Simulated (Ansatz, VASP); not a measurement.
# TiFe: VASP beside Ansatz, part 2 of 2

One calculation is typed for both programs; each brings its own data sets. How far apart do they land? The cell is taken from a series of runs on this material, whose earlier steps may have relaxed, scaled, displaced or heated it; both programs get it as it stands.

VASP 6.6.1 and Ansatz 0.2.0.

So far: The structure; Ansatz: elastic constants, LDA.

## 3. VASP: elastic constants, LDA

Level of this step: LDA, no spin polarisation; plane waves and PAW (Ti_sv, Fe) (VASP).

The same cell, functional (in two slightly different forms), mesh and smearing now go to VASP, with its own data sets.

Lines of VASP's logs that name or quote its potential files are left out, and so is its time.

The input, INCAR:

```
SYSTEM = TiFe
PREC = Accurate
ENCUT = 600
EDIFF = 1E-08
NELM = 120
ISMEAR = 1
SIGMA = 0.25
LREAL = .FALSE.
ALGO = Normal
GGA = CA
NBANDS = 16
LASPH = .TRUE.
LORBIT = 11
LWAVE = .FALSE.
LCHARG = .FALSE.
ISIF = 3
IBRION = 6
NFREE = 2
POTIM = 0.015
NSW = 1
GGA_COMPAT = .FALSE.
KPAR = 2
```

The input, POSCAR:

```
TiFe
1.0
    2.8856870491      0.0000000000      0.0000000000
    0.0000000000      2.8856870491      0.0000000000
    0.0000000000      0.0000000000      2.8856870491
Ti Fe
1 1
Direct
    0.5000000000      0.5000000000      0.5000000000
    0.0000000000      0.0000000000      0.0000000000
```

The input, KPOINTS:

```
Automatic mesh
0
Gamma
12 12 12
0 0 0
```

Potentials, in the order of the species: Ti_sv and Fe (LDA family, release 64).

On the command line:

```
mpirun -np 2 vasp_std
```

Numbers of over 12 decimals in the logs are rounded to 6 here.

Log:

```text
[banner, memory and clock lines left out]
running    2 mpi-ranks, on    1 nodes
 distrk:  each k-point on    1 cores,    2 groups
 distr:  one band on    1 cores,    1 groups

 POSCAR found type information on POSCAR TiFe
 POSCAR found :  2 types and       2 ions
 LDA part: xc-table for (Slater(with rela. corr.)+CA(PZ))
 , standard interpolation
 POSCAR, INCAR and KPOINTS ok, starting setup
 FFT: planning ... GRIDC
 FFT: planning ... GRID_SOFT
 FFT: planning ... GRID
 WAVECAR not read
 entering main loop
       N       E                     dE             d eps       ncg     rms          rms(c)
DAV:   1     0.161841023866E+03    0.16184E+03   -0.11498E+04  2752   0.183E+03
DAV:   2    -0.779821082275E+01   -0.16964E+03   -0.16400E+03  2840   0.387E+02
DAV:   3    -0.207414300343E+02   -0.12943E+02   -0.12792E+02  4384   0.102E+02
DAV:   4    -0.213178505053E+02   -0.57642E+00   -0.57563E+00  3112   0.165E+01
DAV:   5    -0.213373840330E+02   -0.19534E-01   -0.19531E-01  3816   0.321E+00    0.162E+01
DAV:   6    -0.205887267637E+02    0.74866E+00   -0.19956E+01  2912   0.621E+01    0.130E+01
DAV:   7    -0.200614299579E+02    0.52730E+00   -0.19752E+01  3592   0.504E+01    0.137E+01
DAV:   8    -0.189364448616E+02    0.11250E+01   -0.45110E+00  3776   0.244E+01    0.281E+00
DAV:   9    -0.189160930138E+02    0.20352E-01   -0.14787E-01  3216   0.411E+00    0.162E+00
DAV:  10    -0.189177271893E+02   -0.16342E-02   -0.56816E-02  3576   0.287E+00    0.328E-01
DAV:  11    -0.189165707733E+02    0.11564E-02   -0.54025E-03  3264   0.865E-01    0.142E-01
DAV:  12    -0.189165021584E+02    0.68615E-04   -0.34793E-04  3328   0.178E-01    0.805E-02
DAV:  13    -0.189164410209E+02    0.61138E-04   -0.89004E-05  2888   0.888E-02    0.278E-02
DAV:  14    -0.189164384297E+02    0.25912E-05   -0.14045E-05  3240   0.333E-02    0.611E-03
DAV:  15    -0.189164386939E+02   -0.26417E-06   -0.12181E-06  3048   0.127E-02    0.160E-03
DAV:  16    -0.189164387116E+02   -0.17752E-07   -0.14539E-07  3432   0.292E-03    0.628E-04
DAV:  17    -0.189164387074E+02    0.42005E-08   -0.15766E-08  1600   0.178E-03
   1 F= -.18916439E+02 E0= -.18917793E+02  d E =0.406263E-02
[... from here on, the cycles between the ionic steps are left out ...]
   2 F= -.18908679E+02 E0= -.18910107E+02  d E =0.428386E-02
   3 F= -.18909460E+02 E0= -.18910661E+02  d E =0.360496E-02
   9 F= -.18915250E+02 E0= -.18916612E+02  d E =0.408475E-02
  10 F= -.18915250E+02 E0= -.18916612E+02  d E =0.408476E-02
  11 F= -.18915250E+02 E0= -.18916612E+02  d E =0.408477E-02
  12 F= -.18915250E+02 E0= -.18916612E+02  d E =0.408474E-02
  13 F= -.18915250E+02 E0= -.18916612E+02  d E =0.408476E-02
  14 F= -.18915752E+02 E0= -.18917107E+02  d E =0.406454E-02
  15 F= -.18915752E+02 E0= -.18917107E+02  d E =0.406455E-02
  16 F= -.18915755E+02 E0= -.18917110E+02  d E =0.406448E-02
 Finite differences progress:
  Degree of freedom:   8/  8
  Displacement:        1/  2
  Total:              15/ 16
 bond charge predicted
       N       E                     dE             d eps       ncg     rms          rms(c)
DAV:   1    -0.189160002516E+02   -0.24486E-03   -0.24431E+00  6272   0.853E+00    0.359E-01
DAV:   2    -0.189167921404E+02   -0.79189E-03   -0.14439E-02  8616   0.130E+00    0.340E-01
DAV:   3    -0.189163869460E+02    0.40519E-03   -0.46230E-03  8480   0.796E-01    0.259E-01
DAV:   4    -0.189157960564E+02    0.59089E-03   -0.14282E-03  7064   0.347E-01    0.672E-02
DAV:   5    -0.189157600693E+02    0.35987E-04   -0.11829E-04  9000   0.144E-01    0.161E-02
DAV:   6    -0.189157562565E+02    0.38127E-05   -0.50978E-06  9192   0.268E-02    0.784E-03
DAV:   7    -0.189157554382E+02    0.81834E-06   -0.22647E-06  9400   0.180E-02    0.100E-03
DAV:   8    -0.189157554441E+02   -0.59467E-08   -0.78890E-08  6752   0.315E-03
  17 F= -.18915755E+02 E0= -.18917110E+02  d E =0.406466E-02
 Finite differences progress:
  Degree of freedom:   8/  8
  Displacement:        2/  2
  Total:              16/ 16
```

From OUTCAR (step 3):

```text
ion  position               nearest neighbor table
   1  0.500  0.500  0.500-   2 2.50   2 2.50   2 2.50   2 2.50   2 2.50   2 2.50   2 2.50   2 2.50

  LATTYP: Found a simple cubic cell.
 ALAT       =     2.8856870491

 Subroutine GETGRP returns: Found 48 space group operations
 (whereof 48 operations were pure point group operations)

The static configuration has the point symmetry O_h .

 Found     84 irreducible k-points:

   k-points           NKPTS =     84   k-points in BZ     NKDIM =     84   number of bands    NBANDS=     16

   dimension x,y,z NGX =    24 NGY =   24 NGZ =   24
   dimension x,y,z NGXF=    48 NGYF=   48 NGZF=   48

   ENCUT  =  600.0 eV  44.10 Ry    6.64 a.u.   5.76  5.76  5.76*2*pi/ulx,y,z

   NELECT =      20.0000    total number of electrons

 k-points in reciprocal lattice and weights: Automatic mesh
   0.00000000  0.00000000  0.00000000       0.001
   0.08333333  0.00000000  0.00000000       0.003
   0.16666667  0.00000000  0.00000000       0.003
   0.25000000  0.00000000  0.00000000       0.003
   0.33333333  0.00000000  0.00000000       0.003
   0.41666667  0.00000000  0.00000000       0.003
   0.50000000  0.00000000  0.00000000       0.002
   0.08333333  0.08333333  0.00000000       0.007
   0.16666667  0.08333333  0.00000000       0.014
[...]
0.50000000  0.50000000  0.41666667       0.003
   0.50000000  0.50000000  0.50000000       0.001

 average (electrostatic) potential at core
       1 -71.5482       2 -40.6749

 E-fermi :   9.0653

 k-point     1 :       0.0000    0.0000    0.0000
  band No.  band energies     occupation
    ...
      6       4.9291      2.00000
      7       4.9303      2.00000
      8       7.9884      2.00000
      9       7.9894      2.00000
     10       7.9894      2.00000
     11      10.4055     -0.00000
     12      10.4079     -0.00000
     13      12.5459     -0.00000
     14      12.5459     -0.00000
     15      12.5471     -0.00000
    ...

 k-point     2 :       0.0833    0.0000    0.0000
  band No.  band energies     occupation
    ...
      6       5.0027      2.00000
      7       5.0173      2.00000
      8       7.9788      2.00000
      9       7.9788      2.00000
     10       8.0232      2.00000
     11      10.3116     -0.00000
     12      10.4433     -0.00000
     13      12.3160     -0.00000
     14      12.3160     -0.00000
     15      12.5018     -0.00000
    ...

 k-point     3 :       0.1667    0.0000    0.0000
  band No.  band energies     occupation
    ...
      6       5.2190      2.00000
      7       5.2517      2.00000
      8       7.9541      2.00000
      9       7.9541      2.00000
     10       8.1221      2.00000
     11      10.0322     -0.00000
     12      10.5366     -0.00000
     13      11.7624     -0.00000
     14      11.7624     -0.00000
     15      12.3741     -0.00000
    ...

  Total       -0.0404641     -0.0389923     -0.0389923     -0.0000000      0.0000000      0.0000000
  in kB       -2.6979435     -2.5998120     -2.5998120     -0.0000000      0.0000000      0.0000000
  external PRESSURE =      -2.6325225 kB  Pullay stress =       0.0000000 kB

  energy-cutoff  :      600.00
  volume of cell :       24.03
      direct lattice vectors                 reciprocal lattice vectors
     2.885687049  0.000000000  0.000000000     0.346537924  0.000000000  0.000000000
     0.000000000  2.885687049  0.000000000     0.000000000  0.346537924  0.000000000
     0.000000000  0.000000000  2.885687049     0.000000000  0.000000000  0.346537924

 POSITION                                       TOTAL-FORCE (eV/Angst)
 -----------------------------------------------------------------------------------
      1.44284      1.44284      1.44284        -0.091281      0.000000      0.000000
     -0.01500      0.00000      0.00000         0.091281     -0.000000     -0.000000
 -----------------------------------------------------------------------------------
    total drift:                               -0.000189      0.000000     -0.000000

  FREE ENERGIE OF THE ION-ELECTRON SYSTEM (eV)
  ---------------------------------------------------
  free  energy   TOTEN  =       -18.9157554441 eV

  energy  without entropy=      -18.9198201091  energy(sigma->0) =      -18.91711033

  SYMMETRIZED ELASTIC MODULI (kBar)
 Direction    XX          YY          ZZ          XY          YZ          ZX
 --------------------------------------------------------------------------------
 XX        4364.9869   1187.7467   1187.7467      0.0000     -0.0000     -0.0000
 YY        1187.7467   4364.9869   1187.7467      0.0000      0.0000     -0.0000
 ZZ        1187.7467   1187.7467   4364.9869     -0.0000      0.0000      0.0000
 XY           0.0000      0.0000     -0.0000    705.8118      0.0000      0.0000
 YZ          -0.0000      0.0000      0.0000      0.0000    705.8118      0.0000
 ZX          -0.0000     -0.0000      0.0000      0.0000      0.0000    705.8118
 --------------------------------------------------------------------------------

 Eigenvectors and eigenvalues of the dynamical matrix
 ----------------------------------------------------

   1 f  =    7.599585 THz    47.749602 2PiTHz  253.494876 cm-1    31.429345 meV
             X         Y         Z           dx          dy          dz
      1.442844  1.442844  1.442844     0.000124    0.734091    0.000000
      0.000000  0.000000  0.000000    -0.000115   -0.679051    0.000000

   2 f  =    7.599585 THz    47.749602 2PiTHz  253.494876 cm-1    31.429345 meV
             X         Y         Z           dx          dy          dz
      1.442844  1.442844  1.442844    -0.734091    0.000124   -0.000000
      0.000000  0.000000  0.000000     0.679051   -0.000115    0.000000

   3 f  =    7.599585 THz    47.749602 2PiTHz  253.494876 cm-1    31.429345 meV
             X         Y         Z           dx          dy          dz
      1.442844  1.442844  1.442844    -0.000000   -0.000000    0.734091
      0.000000  0.000000  0.000000     0.000000    0.000000   -0.679051

   4 f/i=    0.003700 THz     0.023251 2PiTHz    0.123434 cm-1     0.015304 meV
             X         Y         Z           dx          dy          dz
      1.442844  1.442844  1.442844     0.668575   -0.118823    0.000000
      0.000000  0.000000  0.000000     0.722765   -0.128454    0.000000

   5 f/i=    0.003700 THz     0.023251 2PiTHz    0.123434 cm-1     0.015304 meV
             X         Y         Z           dx          dy          dz
      1.442844  1.442844  1.442844     0.000000    0.000000   -0.679051
      0.000000  0.000000  0.000000    -0.000000    0.000000   -0.734091

   6 f/i=    0.003700 THz     0.023251 2PiTHz    0.123434 cm-1     0.015304 meV
             X         Y         Z           dx          dy          dz
      1.442844  1.442844  1.442844     0.118823    0.668575    0.000000
      0.000000  0.000000  0.000000     0.128454    0.722765    0.000000

 ELASTIC MODULI CONTR FROM IONIC RELAXATION (kBar)
 Direction    XX          YY          ZZ          XY          YZ          ZX
 --------------------------------------------------------------------------------
 XX           0.0000      0.0000      0.0000      0.0000      0.0000      0.0000
 YY           0.0000      0.0000      0.0000      0.0000      0.0000      0.0000
 ZZ           0.0000      0.0000      0.0000      0.0000      0.0000      0.0000
 XY           0.0000      0.0000      0.0000      0.0000      0.0000      0.0000
 YZ           0.0000      0.0000      0.0000      0.0000      0.0000      0.0000
 ZX           0.0000      0.0000      0.0000      0.0000      0.0000      0.0000
 --------------------------------------------------------------------------------

 TOTAL ELASTIC MODULI (kBar)
 Direction    XX          YY          ZZ          XY          YZ          ZX
 --------------------------------------------------------------------------------
 XX        4364.9869   1187.7467   1187.7467      0.0000     -0.0000     -0.0000
 YY        1187.7467   4364.9869   1187.7467      0.0000      0.0000     -0.0000
 ZZ        1187.7467   1187.7467   4364.9869     -0.0000      0.0000      0.0000
 XY           0.0000      0.0000     -0.0000    705.8118      0.0000      0.0000
 YZ          -0.0000      0.0000      0.0000      0.0000    705.8118      0.0000
 ZX          -0.0000     -0.0000      0.0000      0.0000      0.0000    705.8118
 --------------------------------------------------------------------------------

 total charge
# of ion       s       p       d       tot
------------------------------------------
    1        2.284   6.228   1.991  10.504
    2        0.543   0.528   6.461   7.532
--------------------------------------------------
tot          2.827   6.755   8.453  18.035

[... 3 further parts left out ...]
```

This run has no spin polarisation, so a moment on Fe, if there is one, isn't seen.

Levels, forces or a CONTCAR printed for this step are those of its last displaced cell, not of the structure at rest.

## 4. Side by side

Known differences besides the potentials themselves: the two LDA forms differ slightly; the data sets hold 28 valence electrons in Ansatz (on its default PAW (the set named soft_2) files) and 20 in VASP; the cutoff is 420 eV in Ansatz and 600 eV in VASP; VASP's log shows a relativistic correction to its local exchange, Ansatz's none; VASP takes each elastic constant from one size of strain, Ansatz from those that its log lists. Total energies have different zeros and are not compared.

The two programs side by side:

| quantity | Ansatz | VASP | difference |
| --- | --- | --- | --- |
| C11 (GPa) | 441.6 | 436.5 | +1.16 % |
| C22 (GPa) | 441.6 | 436.5 | +1.16 % |
| C33 (GPa) | 441.6 | 436.5 | +1.16 % |
| C12 (GPa) | 118.5 | 118.8 | -0.25 % |
| C13 (GPa) | 118.5 | 118.8 | -0.25 % |
| C23 (GPa) | 118.5 | 118.8 | -0.25 % |
| C44 (GPa) | 72.2 | 70.6 | +2.30 % |
| C55 (GPa) | 72.2 | 70.6 | +2.30 % |
| C66 (GPa) | 72.2 | 70.6 | +2.30 % |

## 5. Results

```
difference in C44 (elastic constants, LDA) : 2.3 %
```

The difference in C44 is 2.3 % (elastic constants, LDA), within the 5 % picked in this series as the mark of a large difference. The data sets hold unlike numbers of valence electrons (28 in Ansatz and 20 in VASP), so part of the differences comes from the potentials. Such differences can come from data sets, numerical settings and the points named under the comparisons, not from the functional's error against experiment.

[Lines on the potential files, build, host, timing and source positions are cut from VASP's logs without a mark.]

[Logs are printed without paths, hosts, clocks, repeated set-up lines and the standing remarks that a program may print on its own settings, such as how far it seeks lower states.]

[Hosts, paths, dates, database ids (printed as entryN), source tags and the programs' standing remarks are cut or masked in the printed files.]
